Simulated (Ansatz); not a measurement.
# (110) slab of rocksalt NaI, 15.8 Å thick as cut, bare faces

How far do the faces relax, and where do the top filled and lowest empty levels lie below the vacuum? Levels of theory: PBEsol, HSE06 and r²SCAN.

All numbers are computed with Ansatz 0.2.0 (PAW, plane waves).

### Step 1. The system as built

16 atoms (8 I, 8 Na); a = 4.525 Å, b = 6.400 Å, c = 28.839 Å, α = 90.00°, β = 90.00°, γ = 90.00°. All atoms were shaken off their sites by about 0.02 Å along each axis.

The runs, in order: (2) PBEsol relaxation at a 6×4×1 mesh, on 1 × NVIDIA GB300 Max-Q with 8 threads of Arm Neoverse-V2; (3) HSE06 single point at a 4×3×1 mesh, on 1 × NVIDIA GB300 Max-Q with 8 threads of Arm Neoverse-V2; (4) r²SCAN single point at a 4×3×1 mesh, on 1 × NVIDIA GB300 Max-Q with 8 threads of Arm Neoverse-V2.

### Step 2. Relaxing the atoms with PBEsol

File in.yaml:

```yaml
crystal:
  lattice:
    - [3.200000, -3.200000, 0.000000]
    - [0.000000, 0.000000, 6.400000]
    - [-20.392388, -20.392388, 0.000000]
  atoms:
    - { symbol: I, position: [0.495725, 0.001839, 0.775381] }
    - { symbol: I, position: [0.500770, 0.000565, 0.459341] }
    - { symbol: I, position: [0.498460, 0.998407, 0.617373] }
    - { symbol: I, position: [0.501622, 0.003730, 0.303588] }
    - { symbol: I, position: [0.994785, 0.505836, 0.538599] }
    - { symbol: I, position: [0.996833, 0.502949, 0.224935] }
    - { symbol: I, position: [0.003551, 0.507495, 0.696617] }
    - { symbol: I, position: [0.995116, 0.505314, 0.383160] }
    - { symbol: Na, position: [0.999364, 0.001923, 0.538940] }
    - { symbol: Na, position: [0.000470, 0.002463, 0.225808] }
    - { symbol: Na, position: [0.001312, 0.005882, 0.696763] }
    - { symbol: Na, position: [0.005048, 0.002518, 0.382621] }
    - { symbol: Na, position: [0.492202, 0.499964, 0.774544] }
    - { symbol: Na, position: [0.498382, 0.502415, 0.459985] }
    - { symbol: Na, position: [0.499425, 0.496780, 0.617239] }
    - { symbol: Na, position: [0.500113, 0.499250, 0.304062] }
kpoints:
  mp_grid: { grid: [6, 4, 1] }
hamiltonian:
  xc: pbesol
scf:
  occupations: { method: fermi_dirac, width: 0.01 }
relax:
  f_tol: 0.03
  max_steps: 80
  escape_saddle: false
  adjacent_minimum: "off"
output:
  forces: true
  eigenvalues: true
  populations: true
```

Command:

```console
$ ansatz run in.yaml --threads 8 --pin off --max-ram 118750MiB --runs-dir r --events-out ev --progress --plain --backend cuda --devices 0,
```

After this run come: HSE06 on the final geometry; r²SCAN single point.

What does the calculation give? Wanted: for each run, top filled to lowest empty; top filled below vacuum.

The runs gave:

```
             level         time  k points  top filled to lowest empty (eV)  top filled below vacuum (eV)
PBEsol, relaxation  6.7 s (GPU)     6×4×1                             3.23                          5.63
             HSE06   27 s (GPU)     4×3×1                             4.26                          6.27
            r²SCAN  4.2 s (GPU)     4×3×1                             4.01                          5.88
```

| quantity | value |
| --- | --- |
| relaxation | 3 recorded steps, 0.08 eV gained |
| largest shift | 0.26 Å (Na13) |
| mean bonds | I–Na 3.192 Å |

Relaxation gains 0.08 eV, with shifts up to 0.26 Å (Na13). At the same k points, r²SCAN gives a spacing 0.24 eV smaller than the 4.26 eV of HSE06. The relaxation ran on other k points, so part of any difference from the later rows can come from the mesh. Exact exchange costs time: HSE06 ran about 6.5 times as long as r²SCAN on the same kind of device. Spin–orbit coupling is left out, which matters for the band edges of the heavier elements here.
